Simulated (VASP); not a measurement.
# A single sheet of PtSe2: relaxation and electronic structure, part 2 of 2

Aim: model a single sheet of PtSe2 by a slab and find how far its highest filled level lies below the vacuum.

VASP 6.6.1; PBE with D3(BJ); plane waves and PAW (Se, Pt).

So far. Step 2 (Surface relaxation): The run ended after 3 ionic steps, 0.029 eV below its first step, once the forces on the free atoms met EDIFFG = -0.03.

**3. Potential and states of the slab**

A static run writes the electrostatic potential without exchange and correlation (LVHAR), which is flat in the vacuum and gives the level to count from. The dipole correction cancels the field that unlike faces would set up across the vacuum.

Input file INCAR:

```
SYSTEM = PtSe2
PREC = Normal
ENCUT = 300
EDIFF = 1E-06
NELM = 120
ISMEAR = 0
SIGMA = 0.05
LREAL = .FALSE.
ALGO = Fast
GGA = PE
IVDW = 12
NBANDS = 24
LASPH = .TRUE.
LORBIT = 11
LWAVE = .FALSE.
LCHARG = .TRUE.
IDIPOL = 3
LDIPOL = .TRUE.
DIPOL = 0.5 0.5 0.5
LVHAR = .TRUE.
LVACPOTAV = .TRUE.
LELF = .TRUE.
NEDOS = 1500
```

Input file POSCAR:

```
PtSe2
1.0
    3.7240000000      0.0000000000      0.0000000000
   -1.8620000000      3.2250786040      0.0000000000
    0.0000000000      0.0000000000     17.5310000000
Se Pt
2 1
Direct
    0.3333333330      0.6666666670      0.5748992820
    0.6666666670      0.3333333330      0.4251007180
    0.0000000000      0.0000000000      0.5000000000
```

Input file KPOINTS:

```
Automatic mesh
0
Gamma
9 9 1
0 0 0
```

Input file KPOINTS_OPT:

```
Line mode
14
Line-mode
Reciprocal
  0.00000000   0.00000000   0.00000000 GAMMA
  0.50000000   0.00000000   0.00000000 M

  0.50000000   0.00000000   0.00000000 M
  0.33333333   0.33333333   0.00000000 K

  0.33333333   0.33333333   0.00000000 K
  0.00000000   0.00000000   0.00000000 GAMMA
```

PAW data sets: Se and Pt (PBE family, release 64).

On the command line:

```
$ mpirun -np 2 vasp_std
```

Output:

```text
[banner, memory and clock lines left out]
running    2 mpi-ranks, on    1 nodes
 distrk:  each k-point on    2 cores,    1 groups
 distr:  one band on    1 cores,    2 groups

 POSCAR found type information on POSCAR SePt
 POSCAR found :  2 types and       3 ions
 LDA part: xc-table for (Slater+PW92), standard interpolation
 POSCAR, INCAR and KPOINTS ok, starting setup
 FFT: planning ... GRIDC
 FFT: planning ... GRID_SOFT
 FFT: planning ... GRID
 WAVECAR not read
 entering main loop
       N       E                     dE             d eps       ncg     rms          rms(c)
DAV:   1     0.111176476332E+03    0.11118E+03   -0.57170E+03   576   0.447E+02
DAV:   2    -0.619082114446E+01   -0.11737E+03   -0.11070E+03   776   0.122E+02
DAV:   3    -0.150230052649E+02   -0.88322E+01   -0.87545E+01   752   0.370E+01
DAV:   4    -0.151435920079E+02   -0.12059E+00   -0.12056E+00   664   0.486E+00
DAV:   5    -0.151457568513E+02   -0.21648E-02   -0.21648E-02   784   0.638E-01    0.122E+01
RMM:   6    -0.145212738972E+02    0.62448E+00   -0.30686E+00   595   0.746E+00    0.680E+00
RMM:   7    -0.143417298479E+02    0.17954E+00   -0.48619E-01   577   0.304E+00    0.327E+00
RMM:   8    -0.142985495136E+02    0.43180E-01   -0.56521E-02   640   0.125E+00    0.429E-01
RMM:   9    -0.142983248494E+02    0.22466E-03   -0.99621E-03   696   0.495E-01    0.177E-01
RMM:  10    -0.142984336616E+02   -0.10881E-03   -0.90805E-04   742   0.152E-01    0.126E-01
RMM:  11    -0.142985646587E+02   -0.13100E-03   -0.40298E-04   717   0.924E-02    0.636E-02
RMM:  12    -0.142985188981E+02    0.45761E-04   -0.15464E-04   715   0.609E-02    0.998E-03
RMM:  13    -0.142985567704E+02   -0.37872E-04   -0.26778E-05   784   0.230E-02    0.727E-03
RMM:  14    -0.142985758203E+02   -0.19050E-04   -0.77538E-06   778   0.108E-02    0.951E-03
RMM:  15    -0.142985983874E+02   -0.22567E-04   -0.34739E-06   759   0.775E-03    0.129E-02
RMM:  16    -0.142986015885E+02   -0.32012E-05   -0.93740E-07   684   0.381E-03    0.494E-03
RMM:  17    -0.142986085167E+02   -0.69282E-05   -0.34342E-07   667   0.234E-03    0.252E-03
RMM:  18    -0.142986135820E+02   -0.50653E-05   -0.10521E-07   635   0.140E-03    0.593E-04
RMM:  19    -0.142986166201E+02   -0.30381E-05   -0.19131E-08   558   0.837E-04    0.481E-04
RMM:  20    -0.142986185109E+02   -0.18908E-05   -0.19703E-08   540   0.820E-04    0.415E-04
RMM:  21    -0.142986187227E+02   -0.21181E-06   -0.27736E-09   494   0.709E-04
|                                                                             |
|           W    W    AA    RRRRR   N    N  II  N    N   GGGG   !!!           |
|           W    W   A  A   R    R  NN   N  II  NN   N  G    G  !!!           |
|           W    W  A    A  R    R  N N  N  II  N N  N  G       !!!           |
|           W WW W  AAAAAA  RRRRR   N  N N  II  N  N N  G  GGG   !            |
|           WW  WW  A    A  R   R   N   NN  II  N   NN  G    G                |
|           W    W  A    A  R    R  N    N  II  N    N   GGGG   !!!           |
|                                                                             |
|     Did not find any points to average over, which means that no vacuum     |
|     field-free region was found. Please increase the size of  your cell     |
|     in the dimension of the dipole correction to obtain accurate            |
|     workfunction values.                                                    |
|                                                                             |

   1 F= -.15189620E+02 E0= -.15189620E+02  d E =-.115076E-10
 Start KPOINTS_OPT (optional k-point list driver)
k-point batch [1-12\42]
       N       E                     dE             ncg
DAV:   1    -0.376939091350E+03   -0.27715E+04      584
DAV:   2    -0.175821719259E+04   -0.13813E+04      784
DAV:   3    -0.186372834432E+04   -0.10551E+03      704
DAV:   4    -0.186509868911E+04   -0.13703E+01      704
DAV:   5    -0.186512695336E+04   -0.28264E-01      776
DAV:   6    -0.186512777250E+04   -0.81914E-03      728
DAV:   7    -0.186512780804E+04   -0.35539E-04      784
DAV:   8    -0.186512780964E+04   -0.15950E-05      616
DAV:   9    -0.186512780971E+04   -0.76443E-07      488
[...]
k-point batch [37-42\42]
       N       E                     dE             ncg
DAV:   1     0.247647359090E+04   -0.56697E+03      288
DAV:   2     0.178877674900E+04   -0.68770E+03      368
DAV:   3     0.172959624873E+04   -0.59181E+02      376
DAV:   4     0.172886232219E+04   -0.73393E+00      328
DAV:   5     0.172884633967E+04   -0.15983E-01      432
DAV:   6     0.172884602345E+04   -0.31621E-03      376
DAV:   7     0.172884601334E+04   -0.10112E-04      440
DAV:   8     0.172884601294E+04   -0.40002E-06      296
```

Run time: 12 s. Hardware: 2 MPI ranks of Intel Xeon 6975P-C (Granite Rapids), shared host; peak memory 0.31 GiB; 23 s of CPU time.

From OUTCAR (step 3):

```text
The static configuration has the point symmetry D_3d.

 Found     12 irreducible k-points:

   k-points           NKPTS =     12   k-points in BZ     NKDIM =     12   number of bands    NBANDS=     24

   NELECT =      22.0000    total number of electrons

 E-fermi :  -2.2706

 k-point     1 :       0.0000    0.0000    0.0000
  band No.  band energies     occupation
    ...
      7      -5.3231      2.00000
      8      -3.7257      2.00000
      9      -3.0971      2.00000
     10      -2.4867      2.00000
     11      -2.4866      2.00000
     12       0.4895      0.00000
     13       0.4895      0.00000
     14       2.0351      0.00000
     15       2.8057      0.00000
     16       3.1640      0.00000
    ...

 k-point     2 :       0.1111    0.0000    0.0000
  band No.  band energies     occupation
    ...
      7      -5.4142      2.00000
      8      -4.1308      2.00000
      9      -2.8787      2.00000
     10      -2.5685      2.00000
     11      -2.4922      2.00000
     12      -0.2891      0.00000
     13       0.3064      0.00000
     14       2.4574      0.00000
     15       3.0393      0.00000
     16       3.5997      0.00000
    ...

 Edisp (eV)   -0.89100

  Total      -0.36126    -0.36126    -0.02752    -0.00000     0.00000     0.00000
  in kB      -2.74896    -2.74896    -0.20938    -0.00000     0.00000     0.00000
  external pressure =       -1.90 kB  Pullay stress =        0.00 kB

 POSITION                                       TOTAL-FORCE (eV/Angst)
 -----------------------------------------------------------------------------------
     -0.00000      2.15005     10.07856        -0.000000      0.000000      0.020314
      1.86200      1.07503      7.45244         0.000000     -0.000000     -0.020314
      0.00000      0.00000      8.76550        -0.000000      0.000000      0.000000
 -----------------------------------------------------------------------------------
    total drift:                               -0.000000     -0.000000     -0.000000

  FREE ENERGIE OF THE ION-ELECTRON SYSTEM (eV)
  ---------------------------------------------------
  free  energy   TOTEN  =       -15.1896196476 eV

  energy  without entropy=      -15.1896196476  energy(sigma->0) =      -15.18961965

 vacuum level on the upper side and lower side of the slab         3.208         3.208

 total charge
# of ion       s       p       d       tot
------------------------------------------
    1        1.477   2.246   0.056   3.779
    2        1.477   2.246   0.056   3.779
    3        0.676   0.697   7.984   9.357
--------------------------------------------------
tot          3.630   5.188   8.097  16.915

[... 7 parts as in an earlier step ...]

[... 6 further parts left out ...]
```

This step gave:

- electronic cycles: 21
- Fermi energy: -2.271 eV
- least gap on mesh and path: 1.368 eV
- least direct gap on mesh and path: 1.555 eV
- vacuum levels: 3.208, 3.208 eV
- ionisation potentials of the upper and lower face: 5.691, 5.691 eV
- electron affinities of the upper and lower face: 4.323, 4.323 eV

Electronic bands along the path, in eV, zero at the valence-band top; v1 is the highest filled band, c1 the lowest empty one:

```
          point     v4     v3     v2     v1    c1    c2    c3    c4
              Γ  -1.24  -0.61   0.00   0.00  2.97  2.97  4.52  5.29
0.54 of the way  -2.24  -0.75  -0.45  -0.30  1.45  2.57  5.38  6.08
              M  -2.29  -1.95  -1.81  -1.41  2.40  2.72  4.70  6.19
0.54 of the way  -2.36  -2.27  -1.19  -0.94  1.89  2.21  5.56  7.38
              K  -2.51  -2.24  -0.97  -0.97  1.80  1.80  6.09  8.15
0.54 of the way  -2.23  -0.69  -0.57  -0.04  1.76  1.86  6.06  6.18
              Γ  -1.24  -0.61   0.00   0.00  2.97  2.97  4.52  5.29
```

Of the projections kept (Se, Pt), the largest for each band there; the rest of the weight can lie on other orbitals:

| point | v4 | v3 | v2 | v1 | c1 | c2 | c3 | c4 |
| --- | --- | --- | --- | --- | --- | --- | --- | --- |
| Γ | Pt 0.79 | Se 0.98 | Se 0.90 | Se 0.90 | Se 0.60 | Se 0.60 | Se 0.57 | Se 0.57 |
| M | Pt 0.92 | Pt 0.88 | Se 0.80 | Se 0.88 | Se 0.50 | Se 0.58 | Pt 0.61 | Se 0.62 |
| K | Pt 0.98 | Se 0.77 | Pt 0.71 | Pt 0.71 | Se 0.51 | Se 0.51 | Pt 0.54 | Se 0.58 |
| Γ | Pt 0.79 | Se 0.98 | Se 0.90 | Se 0.90 | Se 0.60 | Se 0.60 | Se 0.57 | Se 0.57 |

The density of states has structure finer than the step of the table below, so its rows give means over 1 eV, whole bins alone (the curve runs from -12.0 to 9.32 eV). Peaks (eV: height): total -4.8: 9.55, -2.2: 10.3, 8.5: 9.56, 8.9: 10.5; Se s -4.5: 0.155, 6.3: 0.205, 6.8: 0.162, 7.2: 0.161; Se p -4.8: 2.15, -1.3: 2.33, -0.2: 2.98, 2.1: 2.13; Se d 5.8: 0.434, 8.5: 0.523, 8.9: 0.911, 9.2: 0.535; Pt s -5.6: 0.861, 5.2: 0.632, 5.8: 1.22, 6.1: 0.624.

Means over bins of 0.077 eV. The density of states by energy, zero at the valence-band top; means over each step; values in states/eV/cell:

```csv
energy (eV),total,Se s,Se p,Se d,Pt s,Pt p,Pt d
-7,0,0,0,0,0,0,0
-6,0.835,0.0135,0.217,0.00551,0.157,0.00399,0.160
-5,3.92,0.0563,0.891,0.0315,0.130,0.0601,1.84
-4,3.09,0.0597,0.707,0.0211,0.0935,0.0962,1.32
-3,2.09,0.0263,0.303,0.0175,0.0311,0.0434,1.30
-2,3.26,0.0485,0.480,0.0213,0.144,0.0905,1.93
-1,2.96,0.0232,0.999,0.0102,0.0103,0.203,0.956
0,1.84,0.00313,0.868,0.00478,1.7e-4,0.108,0.311
1,0.189,0.00797,0.0468,0.00303,1.8e-4,0.00119,0.0653
2,3.19,0.0726,1.07,0.0439,0.00463,0.0178,1.05
3,0.620,7.1e-5,0.272,0.00910,2.8e-6,0.00119,0.188
4,0.00960,0.00125,3.7e-5,0,8.8e-4,0,7.3e-5
5,1.05,0.0364,0.0874,0.0625,0.182,0.0208,0.0287
6,2.69,0.0660,0.238,0.123,0.274,0.0912,0.0431
7,2.79,0.0724,0.152,0.122,0.0825,0.129,0.0450
8,3.43,0.0604,0.153,0.194,0.0263,0.208,0.0496
```

Zero at the Fermi level. Planar average of the electrostatic potential against height:

| height (Å) | planar average of the electrostatic potential (eV) |
| --- | --- |
| 0.0 | 5.48 |
| 0.5 | 5.48 |
| 1.0 | 5.48 |
| 1.5 | 5.48 |
| 2.0 | 5.48 |
| 2.5 | 5.48 |
| 3.0 | 5.48 |
| 3.5 | 5.48 |
| 4.0 | 5.48 |
| 4.5 | 5.47 |
| 5.0 | 5.44 |
| 5.5 | 5.33 |
| 6.0 | 4.86 |
| 6.5 | 2.90 |
| 7.0 | -4.46 |
| 7.5 | -7.37 |
| 8.0 | -8.45 |
| 8.5 | -10.3 |
| 9.0 | -10.5 |
| 9.5 | -8.48 |
| 10.0 | -7.44 |
| 10.5 | -4.84 |
| 11.0 | 2.64 |
| 11.5 | 4.80 |
| 12.0 | 5.32 |
| 12.5 | 5.44 |
| 13.0 | 5.47 |
| 13.5 | 5.48 |
| 14.0 | 5.48 |
| 14.5 | 5.48 |
| 15.0 | 5.48 |
| 15.5 | 5.48 |
| 16.0 | 5.48 |
| 16.5 | 5.48 |
| 17.0 | 5.48 |

Density of states in the PAW spheres, an atom over height of the layer and energy from the Fermi level.

Ten even steps from '_' (0.00 states/eV) to '@' (3.71 states/eV), each cell a mean:
```
______
______
::::::
..--..
__::__
..--..
__..__
..@@..
__--__
__--__
__++__
..++..
__::__
..==..
..%%..
__--__
__..__
______
______
______
______
______
```
Columns: height of the layer (Å) from 7.5 to 10.1; rows upwards: energy from the Fermi level (eV) from -7.9 to 0.5.

Electrostatic potential energy in the ca plane at fractional y = 0.000, with atoms of Pt within 0.2 Å of it. With pseudopotentials it is smooth inside the atoms' cores, unlike the true potential.

Ten even steps from '0' (-35 eV) to '9' (3 eV), each cell a mean:
```
99999999999999999997000038999999999999999999
99999999999999999998410278999999999999999999
99999999999999999988877788999999999999999999
99999999999999999888889887899999999999999999
99999999999999999877899887899999999999999999
99999999999999999888888888899999999999999999
99999999999999999998743588999999999999999999
99999999999999999998200058999999999999999999
99999999999999999996000028999999999999999999
```
Columns run along c (17.5 Å; values clipped at the 3rd and 97th percentile), rows up along a (3.7 Å). Atoms in or near the plane, at fractional coordinates: Pt at (0.50, 0.00).

Valence density in the ca plane at fractional y = 0.000, with atoms of Pt within 0.2 Å of it. It is the smooth field of the valence electrons, not physical close to the nuclei.

Ten steps, logarithmic in the rise over the least value, from '0' (0.0 e/Å³) to '9' (3.3 e/Å³), each cell a mean:
```
00000000000000001235899874210000000000000000
00000000000000001235688754311000000000000000
00000000000000012344555554321000000000000000
00000000000000012445444455432100000000000000
00000000000000013455443455432100000000000000
00000000000000012345544454431000000000000000
00000000000000001244567654321000000000000000
00000000000000001235789864210000000000000000
00000000000000000136899974210000000000000000
```
Columns run along c (17.5 Å), rows up along a (3.7 Å). Atoms in or near the plane, at fractional coordinates: Pt at (0.50, 0.00).

ELF in the ca plane at fractional y = 0.000, with atoms of Pt within 0.2 Å of it. It is the smooth field of the valence electrons, not physical close to the nuclei.

Ten even steps from '0' (0.00) to '9' (0.72), each cell a mean:
```
00000000000000000124300143200000000000000000
00000000000000001234433344321000000000000000
00000000000010135676544467654200000000000000
00000000000001358998632479997420000000000000
00000000000301369998632479998520020000000000
00000000000000246887633478875310000000000000
00000000000000012455444455432100000000000000
00000000000000000134411243210000000000000000
00000000000000000135302154200000000000000000
```
Columns run along c (17.5 Å), rows up along a (3.7 Å). Atoms in or near the plane, at fractional coordinates: Pt at (0.50, 0.00).

The map of layer states is cut here 0.5 eV above the Fermi level, so it leaves out the states above that.

The vacuum level lies 5.69 eV above the highest filled level at the upper face; both faces agree, as the slab has next to no dipole.

The program found no field-free point at its default tolerance, but its printed level agrees with the flat part of the planar average.

**4. Putting the energies together**

This step: slab, PBE + D3(BJ); plane waves and PAW (VASP 6.6.1).

No new run; the numbers come from the runs before.

Numbers from this step:

```
ionisation potential at the upper face : 5.691 eV
```

**5. Outcome**

```
ionisation potential of the slab : 5.69 eV
```

The ionisation potential is 5.69 eV at both faces. The atom that ends on top (Se) moved outwards by 0.05 Å, counted from the mean of all atoms. Semilocal band edges put the ionisation potential too low and the gap too small. Spin-orbit coupling is left out, which matters for the heavy elements here. The cell in the plane was kept as given and was not relaxed here. The slab has a gap, so the level below the vacuum is counted from the highest filled level.

[Lines on the potential files, build, host, timing and source positions are cut from VASP's logs without a mark.]

[Logs are printed without paths, hosts, clocks, repeated set-up lines and the standing remarks that a program may print on its own settings, such as how far it seeks lower states.]

[Hosts, paths, dates, database ids (printed as entryN), source tags and the programs' standing remarks are cut or masked in the printed files.]

[In band tables of VASP the shares of atoms and orbitals are scaled to a sum of 1 inside the atoms' spheres.]

[Runs that stopped without an error message from VASP are left out.]
